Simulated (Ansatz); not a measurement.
# CdIn2O4: the cost of one run

Program: Ansatz 0.2.0. Level of theory: DFT, levels as named, plane waves, PAW. These are calculated values, not measurements.

## (1) The structure to begin with

The structure is cubic, space group Fd-3m (No. 227). Conventional cell: a = 9.166 Å, b = 9.166 Å, c = 9.166 Å, α = 90.00°, β = 90.00°, γ = 90.00°. Around Cd (site symmetry -43m) lie 4 O at 2.14 Å. Around In (site symmetry -3m) lie 6 O at 2.20 Å. Around O (site symmetry 3m) lie 1 Cd at 2.14 Å and 3 In at 2.20 Å.

As a file:

```
CELL_PARAMETERS angstrom
0.00000 4.58300 4.58300
4.58300 0.00000 4.58300
4.58300 4.58300 0.00000
ATOMIC_POSITIONS crystal
Cd 0.00000 0.00000 0.00000
Cd 0.25000 0.25000 0.25000
In 0.62500 0.62500 0.62500
In 0.12500 0.62500 0.62500
In 0.62500 0.62500 0.12500
In 0.62500 0.12500 0.62500
O 0.86500 0.86500 0.86500
O 0.84500 0.38500 0.38500
O 0.86500 0.86500 0.40500
O 0.38500 0.84500 0.38500
O 0.40500 0.86500 0.86500
O 0.38500 0.38500 0.38500
O 0.86500 0.40500 0.86500
O 0.38500 0.38500 0.84500
```

## (2) Relaxation with PBE

Contents of input.yaml:

```yaml
crystal:
  lattice:
    - [0.0, 4.583, 4.583]
    - [4.583, 0.0, 4.583]
    - [4.583, 4.583, 0.0]
  atoms:
    - { symbol: Cd, position: [0.0, 0.0, 0.0] }
    - { symbol: Cd, position: [0.25, 0.25, 0.25] }
    - { symbol: In, position: [0.625, 0.625, 0.625] }
    - { symbol: In, position: [0.125, 0.625, 0.625] }
    - { symbol: In, position: [0.625, 0.625, 0.125] }
    - { symbol: In, position: [0.625, 0.125, 0.625] }
    - { symbol: O, position: [0.865, 0.865, 0.865] }
    - { symbol: O, position: [0.845, 0.385, 0.385] }
    - { symbol: O, position: [0.865, 0.865, 0.405] }
    - { symbol: O, position: [0.385, 0.845, 0.385] }
    - { symbol: O, position: [0.405, 0.865, 0.865] }
    - { symbol: O, position: [0.385, 0.385, 0.385] }
    - { symbol: O, position: [0.865, 0.405, 0.865] }
    - { symbol: O, position: [0.385, 0.385, 0.845] }
  symmetry: { tolerance: 0.0003 }
hamiltonian:
  xc: pbe
  pseudopotentials: { kind: paw, azcp: { folder: soft_1 } }
basis:
  ecutwfc: 420
magnetization:
  spin_polarized: false
scf:
  occupations: { method: fermi_dirac, width: 0.02 }
kpoints:
  mp_grid: { grid: [6, 6, 6], shift: [0, 0, 0] }
output:
  forces: true
  stress: true
  eigenvalues: true
relax:
  max_steps: 60
  cell: {}
```

On the command line:

```
$ ansatz run input.yaml --threads 4 --pin off --max-ram 10240MiB --backend cpu --events-out ev --progress --plain --runs-dir out
```

**Question.** How long does this run take on 4 threads of AMD EPYC 9R45 (Zen 5), shared host, and how much memory does it need?

About 11 s, with a peak of 0.87 GiB.
